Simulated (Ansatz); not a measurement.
Ansatz input

```yaml
crystal:
  lattice:
    - [4.5806177904, 0.0, 0.0]
    - [-2.2903088952, 3.9669313715, 0.0]
    - [0.0, 0.0, 3.3612922453]
  atoms:
    - { symbol: Se, position: [1.0, 0.0, 0.0] }
    - { symbol: Se, position: [0.3333333333, 0.6666666667, 0.5] }
    - { symbol: Se, position: [0.6666666667, 0.3333333333, 0.5] }
hamiltonian:
  xc: rpbe
  pseudopotentials:
    kind: paw
    azcp:
      Se: "pseudopotentials/Se.paw.azcp"
basis:
  ecutwfc: 420
  fft_grid_basis: typed
kpoints:
  mp_grid: { grid: [9, 9, 10], shift: [0, 0, 0] }
magnetization:
  spin_polarized: false
scf:
  occupations: { method: fermi_dirac, width: 0.1 }
  lower_state_search: "off"
output:
  stress: true
```

and its output:

```
Engine: ansatz 0.2.0, aarch64-unknown-linux-gnu
Pseudopotentials: kind: paw
Pseudopotential: Se, paw, valence charge 16, recommended cutoff 420 eV (normal) 
Functional definition: RPBE
  parameter kappa = 0.804
  parameter beta = 0.06672455060314922
  exchange = rpbe_x(kappa = kappa, mu = beta*pi^2/3)
  correlation = pbe_c(beta = beta)
Crystal: 3 atoms, lattice volume = 61.078 Å³
Basis set: ecut = 420 eV, 1229 PW (Γ)
Bands: 28, of which v1, the nominal top of the filled ones, is band 24 counted from 1 (23 counted from 0)
Symmetry: 24 space group operations
Space group: P6/mmm (ITA 191), of the structure as read, at distance tolerance 3.9e-5 Å
k-points: 72 of 810
Non-local potential: Se, projectors of the file, l = 0: 2, l = 1: 2, l = 2: 3, l = 3: 1
PAW form: soft (Blöchl's): semilocal exchange-correlation on the pseudo side does not see the compensation charge
PAW frozen core: Se, regenerated for the run's functional, and the local potential with it (the file was generated under x = pbe(κ = 0.804, μ = 0.2195149727645171), c = pbe(β = 0.06672455060314922))
PAW one-centre angular grid: Se, 590 points (default); XC on 64 Gauss nodes
Initial density: superposition of atomic densities (neutral atoms: chi_scale 0, normalization atom), corrected by the library's trained network
Initial wavefunctions: pseudopotential atomic-orbital guess
Functional: x = rpbe, c = pbe(β = 0.06672455060314922)
SCF iter   1: F=—  HF=-16423.218391 eV  |F-HF|=—  |Δ(HF+E_count)|=         —  Δρ=3.99e-3  dr2=1.66e-2  ethr=1.77e-3  ⟨swp⟩=5.3  Hψ=7806  notcnv=0
SCF iter   2: F=—  HF=-16423.217615 eV  |F-HF|=—  |Δ(HF+E_count)|=   7.76e-4  Δρ=2.54e-3  dr2=7.37e-3  ethr=3.46e-5  ⟨swp⟩=1.0  Hψ=2592  notcnv=0
SCF iter   3: F=—  HF=-16423.217674 eV  |F-HF|=—  |Δ(HF+E_count)|=   5.87e-5  Δρ=5.15e-4  dr2=4.07e-4  ethr=1.54e-5  ⟨swp⟩=2.6  Hψ=3276  notcnv=0
SCF iter   4: F=—  HF=-16423.217479 eV  |F-HF|=—  |Δ(HF+E_count)|=   1.94e-4  Δρ=2.93e-4  dr2=4.19e-5  ethr=8.48e-7  ⟨swp⟩=2.0  Hψ=3748  notcnv=0
SCF iter   5: F=—  HF=-16423.217497 eV  |F-HF|=—  |Δ(HF+E_count)|=   1.75e-5  Δρ=7.93e-5  dr2=6.20e-6  ethr=8.74e-8  ⟨swp⟩=2.0  Hψ=3678  notcnv=0
SCF iter   6: F=—  HF=-16423.217497 eV  |F-HF|=—  |Δ(HF+E_count)|=   2.80e-7  Δρ=2.69e-5  dr2=5.98e-7  ethr=1.29e-8  ⟨swp⟩=2.0  Hψ=3757  notcnv=0
SCF iter   7: F=-16423.217497 eV  HF=-16423.217497 eV  |F-HF|=6.58e-8  |Δ(HF+E_count)|=   2.86e-7  Δρ=6.48e-6  dr2=4.83e-8  ethr=2.08e-10  ⟨swp⟩=4.1  Hψ=7529  notcnv=0
SCF 1 converged in 7 iterations: F = -16423.217497 eV  dr2 = 4.83e-8
SCF converged after 7 iterations
Free energy (F): -16423.217497 eV
Harris-Foulkes:  -16423.217497 eV  (|F-HF|=6.58e-8)
Internal energy: -16423.144730 eV  (E = F + TS)
E sigma→0 (E₀):  -16423.181114 eV
Entropy (-TS):   -0.072768 eV (-24.256 meV/atom)
Fermi energy:    11.259163 eV
--- Per-component energies (eV) ---
  E_band       = -1030.806413
  E_kinetic    = 350.880025
  E_local      = -6281.298814  (includes V_loc(G=0)·N_el)
  E_nonlocal   = -1786.943369
  E_hartree    = 3160.993111
  E_xc         = -311.246750
  E_vxc        = -292.147189  (∫ρ·V_xc dr)
  E_paw        = -5753.136896  (= ΣΔE_a)
  E_vpaw       = 656.721775  (= ΣTr[D̂ρ^β])
  E_aug_tail   = -0.001744  (compensation charges beyond the density's cutoff)
  E_ewald      = -5801.566495
  E_core_change = -0.823797  (= ΣΔE_core)
  E_smearing   = -0.072768  (= −TS)
  E_closure    = 0.000000  (closes the sum)
  Σ components = -16423.217497   (vs F -16423.217497, Δ=0.00e0)
--- Stress (GPa, compression-positive) ---
        6.775085      -0.000000       0.000000
       -0.000000       6.775085       0.000000
        0.000000       0.000000       4.099412
  P = ⅓ Tr σ = 5.8832 GPa (58.832 kbar)
```
